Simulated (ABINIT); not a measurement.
KBr:

```
CELL_PARAMETERS angstrom
0.00000 3.30000 3.30000
3.30000 0.00000 3.30000
3.30000 3.30000 0.00000
ATOMIC_POSITIONS crystal
Br 0.50000 0.50000 0.50000
K 0.00000 0.00000 0.00000
```

Base run:

* Program: ABINIT 10.8.3 (patched build)
* Functional: HSE06
* Potentials or basis: SG15 NC PBE v1.2
* Cutoff: 381 eV
* k mesh: 6 × 6 × 6
* Occupations: fixed
* Spin: no spin polarisation

Its results: band gap on the k mesh 5.49 eV, direct.

Q: The run is repeated on the same cell with these changes: functional from HSE06 to PBEsol. What comes out?

A: Band gap on the k mesh 4.22 eV, direct.

HSE06 gives the wider gap, since exact exchange removes part of the self-interaction.

Caveats: Libxc's HSE differs a little from that of other programs (some runs).

